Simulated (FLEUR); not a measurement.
# BeTe (F-43m) in FLEUR: further runs, part 2 of 2

FLEUR MaX-R8.1 (later development tree). The steps go on from the part before.

## (3) Band structure, r2SCAN

Changes to inp.xml since step 2:

```diff
@@ -7,5 +7,8 @@
       <cutoffs Kmax="4.1" Gmax="12.7" GmaxXC="12.7" numbands="0"/>
-      <scfLoop itmax="60" minDistance="0.00001" maxIterBroyd="15" imix="Anderson" alpha="0.05" precondParam="0.0" spinf="2.0" sdNocoIR="T"/>
-      <coreElectrons ctail="T" frcor="F" kcrel="0" coretail_lmax="0"/>
-      <xcFunctional name="vwn" relativisticCorrections="F"/>
+      <scfLoop itmax="80" minDistance="0.0001" maxIterBroyd="30" imix="Anderson" alpha="0.05" precondParam="0.0" spinf="2.0" sdNocoIR="T"/>
+      <coreElectrons ctail="F" frcor="F" kcrel="0" coretail_lmax="0"/>
+      <xcFunctional name="LibXC" relativisticCorrections="F">
+         <LibXCName exchange="mgga_x_r2scan" correlation="mgga_c_r2scan"/>
+         <AuxGGA exchange="117" correlation="130"/>
+      </xcFunctional>
       <magnetism jspins="1"/>
```

Input file crystal.txt:

```
BeTe
&input cartesian=F /
0.0000000000  2.7700000000  2.7700000000
2.7700000000  0.0000000000  2.7700000000
2.7700000000  2.7700000000  0.0000000000
1.8897261246
1.0 1.0 1.0

2
52 0.7500000000  0.7500000000  0.7500000000
4 0.0000000000  0.0000000000  0.0000000000

&kpt div1=8 div2=8 div3=8 gamma=T /
```

Changes to inp.xml (bands) since step 2:

```diff
@@ -7,5 +7,8 @@
       <cutoffs Kmax="4.1" Gmax="12.7" GmaxXC="12.7" numbands="0"/>
-      <scfLoop itmax="60" minDistance="0.00001" maxIterBroyd="15" imix="Anderson" alpha="0.05" precondParam="0.0" spinf="2.0" sdNocoIR="T"/>
-      <coreElectrons ctail="T" frcor="F" kcrel="0" coretail_lmax="0"/>
-      <xcFunctional name="vwn" relativisticCorrections="F"/>
+      <scfLoop itmax="80" minDistance="0.0001" maxIterBroyd="30" imix="Anderson" alpha="0.05" precondParam="0.0" spinf="2.0" sdNocoIR="T"/>
+      <coreElectrons ctail="F" frcor="F" kcrel="0" coretail_lmax="0"/>
+      <xcFunctional name="LibXC" relativisticCorrections="F">
+         <LibXCName exchange="mgga_x_r2scan" correlation="mgga_c_r2scan"/>
+         <AuxGGA exchange="117" correlation="130"/>
+      </xcFunctional>
       <magnetism jspins="1"/>
```

Potentials or basis: all-electron, FLAPW.

Command:

```
$ inpgen -f crystal.txt -profile fastHighL
$ # inp.xml edited to the form shown
$ fleur_MPI
$ fleur_MPI   # second run, on inp.xml (bands)
```

It took 78 s on 1 thread of Intel Xeon Platinum 8259CL at 2.50GHz (Skylake/Cascade Lake), shared host; peak memory 0.09 GiB.

Results (log left out):

```
Free energy                                           : -185355.6918 eV
Band gap on the k mesh                                : 2.21 eV, indirect (least direct gap 3.97 eV)
Band gap along the path                               : 2.21 eV, indirect (least direct gap 3.97 eV)
Valence electrons inside the program's atomic spheres : Te 19.66; Be 2.70 (radii Te 2.44, Be 1.76 bohr)
```

Levels at the corners of the path, in eV from the valence-band top:
| point | band 10 | band 11 | band 12 | band 13 | band 14 | band 15 | band 16 | band 17 |
| --- | --- | --- | --- | --- | --- | --- | --- | --- |
| Γ | -13.15 | 0.00 | 0.00 | 0.00 | 3.97 | 3.97 | 3.97 | 4.88 |
| X | -10.99 | -5.63 | -2.94 | -2.94 | 2.21 | 2.92 | 10.95 | 10.95 |
| W | -10.95 | -5.03 | -4.10 | -3.55 | 5.71 | 6.05 | 6.33 | 6.87 |
| K | -11.01 | -5.23 | -4.30 | -2.49 | 2.99 | 5.79 | 8.76 | 9.23 |
| Γ | -13.15 | 0.00 | 0.00 | 0.00 | 3.97 | 3.97 | 3.97 | 4.88 |
| L | -11.57 | -6.10 | -1.26 | -1.26 | 3.69 | 5.00 | 5.00 | 8.43 |
| U | -11.01 | -5.23 | -4.30 | -2.49 | 2.99 | 5.79 | 8.76 | 9.23 |
| W | -10.95 | -5.03 | -4.10 | -3.55 | 5.71 | 6.05 | 6.33 | 6.87 |
| L | -11.57 | -6.10 | -1.26 | -1.26 | 3.69 | 5.00 | 5.00 | 8.43 |
| K | -11.01 | -5.23 | -4.30 | -2.49 | 2.99 | 5.79 | 8.76 | 9.23 |
| U | -11.01 | -5.23 | -4.30 | -2.49 | 2.99 | 5.79 | 8.76 | 9.23 |
| X | -10.99 | -5.63 | -2.94 | -2.94 | 2.21 | 2.92 | 10.95 | 10.95 |

Core levels (eV from the Fermi level):
```tsv
atom	levels
1 Te	1s1/2 -31603.7, 2s1/2 -4840.4, 2p1/2 -4534.1, 2p3/2 -4259.6, 3s1/2 -959.0, 3p1/2 -833.2, 3p3/2 -782.0, 4s1/2 -158.8, 3d3/2 -560.4, 3d5/2 -549.7
```

Caveat: the meta-GGA is that of a development version, with a GGA for the radial functions and cores and without core tails; spin-orbit coupling is left out, which moves the levels of the heavy elements. r2SCAN opens gaps a little over a GGA but as a rule still falls short of measured ones.

## (4) Equation of state, LDA, 19.98 Å³/atom (volume scaled by 0.94)

Changes to inp.xml since step 3:

```diff
@@ -6,9 +6,6 @@
    <calculationSetup>
-      <cutoffs Kmax="4.1" Gmax="12.7" GmaxXC="12.7" numbands="0"/>
-      <scfLoop itmax="80" minDistance="0.0001" maxIterBroyd="30" imix="Anderson" alpha="0.05" precondParam="0.0" spinf="2.0" sdNocoIR="T"/>
-      <coreElectrons ctail="F" frcor="F" kcrel="0" coretail_lmax="0"/>
-      <xcFunctional name="LibXC" relativisticCorrections="F">
-         <LibXCName exchange="mgga_x_r2scan" correlation="mgga_c_r2scan"/>
-         <AuxGGA exchange="117" correlation="130"/>
-      </xcFunctional>
+      <cutoffs Kmax="4.21" Gmax="13.1" GmaxXC="13.1" numbands="0"/>
+      <scfLoop itmax="60" minDistance="0.00001" maxIterBroyd="15" imix="Anderson" alpha="0.05" precondParam="0.0" spinf="2.0" sdNocoIR="T"/>
+      <coreElectrons ctail="T" frcor="F" kcrel="0" coretail_lmax="0"/>
+      <xcFunctional name="vwn" relativisticCorrections="F"/>
       <magnetism jspins="1"/>
@@ -27,3 +24,3 @@
       <xi:include xmlns:xi="http://www.w3.org/2001/XInclude" href="sym.xml"> </xi:include>
-      <bulkLattice scale="1.0">
+      <bulkLattice scale="0.9795861087">
          <bravaisMatrix>
@@ -37,3 +34,3 @@
       <species name="Tellurium (Te)" element="Te" atomicNumber="52">
-         <mtSphere radius="2.44" gridPoints="807" logIncrement="0.016"/>
+         <mtSphere radius="2.36" gridPoints="807" logIncrement="0.016"/>
          <atomicCutoffs lmax="10" lnonsphr="10"/>
@@ -54,3 +51,3 @@
       <species name="Beryllium (Be)" element="Be" atomicNumber="4">
-         <mtSphere radius="1.76" gridPoints="583" logIncrement="0.017"/>
+         <mtSphere radius="1.71" gridPoints="583" logIncrement="0.017"/>
          <atomicCutoffs lmax="8" lnonsphr="8"/>
```

Command:

```
$ inpgen -f crystal.txt -profile fastHighL
$ # inp.xml edited to the form shown
$ fleur_MPI
```

Run time: 73 s. Hardware: 1 thread of Intel Xeon at 2.50GHz (Skylake/Cascade Lake), shared host; peak memory 0.07 GiB.

The run converged. Its results:

* Free energy: -185197.3846 eV
* Band gap on the k mesh: 1.61 eV, indirect (least direct gap 3.52 eV)
* Valence electrons inside the program's atomic spheres: Te 19.42; Be 2.71 (radii Te 2.36, Be 1.71 bohr)

Caveat: spin-orbit coupling is left out, which moves the levels of the heavy elements.

## (5) Equation of state, LDA, 20.40 Å³/atom (volume scaled by 0.96)

Changes to inp.xml since step 4:

```diff
@@ -24,3 +24,3 @@
       <xi:include xmlns:xi="http://www.w3.org/2001/XInclude" href="sym.xml"> </xi:include>
-      <bulkLattice scale="0.9795861087">
+      <bulkLattice scale="0.9864848297">
          <bravaisMatrix>
```

Command:

```
$ inpgen -f crystal.txt -profile fastHighL
$ # inp.xml edited to the form shown
$ fleur_MPI
```

It took 80 s on 1 thread of Intel Xeon at 2.50GHz (Skylake/Cascade Lake), shared host; peak memory 0.07 GiB.

Results (log left out):

- Free energy: -185197.4070 eV
- Band gap on the k mesh: 1.67 eV, indirect (least direct gap 3.54 eV)
- Valence electrons inside the program's atomic spheres: Te 19.41; Be 2.69 (radii Te 2.36, Be 1.71 bohr)

Caveat: spin-orbit coupling is left out, which moves the levels of the heavy elements.

## (6) Equation of state, LDA, 21.25 Å³/atom

Changes to inp.xml since step 5:

```diff
@@ -24,3 +24,3 @@
       <xi:include xmlns:xi="http://www.w3.org/2001/XInclude" href="sym.xml"> </xi:include>
-      <bulkLattice scale="0.9864848297">
+      <bulkLattice scale="1.0000000000">
          <bravaisMatrix>
```

Potentials or basis: all-electron, FLAPW.

Command:

```
$ inpgen -f crystal.txt -profile fastHighL
$ # inp.xml edited to the form shown
$ fleur_MPI
```

Wall time 96 s (1 thread of Intel Xeon at 2.50GHz (Skylake/Cascade Lake), shared host); peak memory 0.07 GiB.

It converged, with:

```
Free energy                                           : -185197.4268 eV
Band gap on the k mesh                                : 1.77 eV, indirect (least direct gap 3.58 eV)
Valence electrons inside the program's atomic spheres : Te 19.38; Be 2.66 (radii Te 2.36, Be 1.71 bohr)
```

Caveat: spin-orbit coupling is left out, which moves the levels of the heavy elements.

## (7) Equation of state, LDA, 22.10 Å³/atom (volume scaled by 1.04)

Changes to inp.xml since step 6:

```diff
@@ -24,3 +24,3 @@
       <xi:include xmlns:xi="http://www.w3.org/2001/XInclude" href="sym.xml"> </xi:include>
-      <bulkLattice scale="1.0000000000">
+      <bulkLattice scale="1.0131594038">
          <bravaisMatrix>
```

Command:

```
$ inpgen -f crystal.txt -profile fastHighL
$ # inp.xml edited to the form shown
$ fleur_MPI
```

It took 92 s on 1 thread of Intel Xeon at 2.50GHz (Skylake/Cascade Lake), shared host; peak memory 0.07 GiB.

Results (log left out):

| Property | Result |
| --- | --- |
| Free energy | -185197.4187 eV |
| Band gap on the k mesh | 1.86 eV, indirect (least direct gap 3.61 eV) |
| Valence electrons inside the program's atomic spheres | Te 19.36; Be 2.63 (radii Te 2.36, Be 1.71 bohr) |

Caveat: spin-orbit coupling is left out, which moves the levels of the heavy elements.

## (8) Equation of state, LDA, 22.53 Å³/atom (volume scaled by 1.06)

Changes to inp.xml since step 7:

```diff
@@ -24,3 +24,3 @@
       <xi:include xmlns:xi="http://www.w3.org/2001/XInclude" href="sym.xml"> </xi:include>
-      <bulkLattice scale="1.0131594038">
+      <bulkLattice scale="1.0196128224">
          <bravaisMatrix>
```

Command:

```
$ inpgen -f crystal.txt -profile fastHighL
$ # inp.xml edited to the form shown
$ fleur_MPI
```

It took 1.7 min on 1 thread of Intel Xeon at 2.50GHz (Skylake/Cascade Lake), shared host; peak memory 0.07 GiB.

It converged, with:

```
Free energy                                           : -185197.4058 eV
Band gap on the k mesh                                : 1.91 eV, indirect (least direct gap 3.62 eV)
Valence electrons inside the program's atomic spheres : Te 19.35; Be 2.62 (radii Te 2.36, Be 1.71 bohr)
```

Caveat: spin-orbit coupling is left out, which moves the levels of the heavy elements.

## (9) Equation of state, LDA

Potentials or basis: all-electron, FLAPW.

This step only gathers the single runs of the series.

What came out:

- Equilibrium volume: 21.41 Å³/atom
- Bulk modulus: 64 GPa
- Pressure derivative of the bulk modulus: 4.1 (rough: it moves with the points fitted)

Energy against volume, from the lowest point:
```tsv
volume (Å³/atom)	energy (meV/atom)
19.979	21.11
20.404	9.92
21.254	0.00
22.104	4.05
22.529	10.53
```

The run has no spin-orbit coupling, so splittings on Te are missing.

## (10) Summary

| task | level | gmax | muffin-tin radii | max iterations | mixing factor | mixer | kmax | gap on the mesh (eV) |
| --- | --- | --- | --- | --- | --- | --- | --- | --- |
| band structure | LDA | 12.7 1/bohr | Te 2.44, Be 1.76 bohr | 60 | 0.05 | Anderson | 4.1 1/bohr | 1.77 |
| band structure | r2SCAN | 12.7 1/bohr | Te 2.44, Be 1.76 bohr | 80 | 0.05 | Anderson | 4.1 1/bohr | 2.21 |
| equation of state | LDA | 13.1 1/bohr | Te 2.36, Be 1.71 bohr | - | - | - | 4.21 1/bohr | - |

Alike in all rows: potentials or basis all-electron, FLAPW; no spin polarisation; cell as given; k mesh 8 × 8 × 8; smearing fermi-dirac 0.05 eV.

Caveats: spin-orbit coupling is left out, which moves the levels of the heavy elements (some runs); the meta-GGA is that of a development version, with a GGA for the radial functions and cores and without core tails (some runs).

Compare energies only between runs with the same functional and basis.
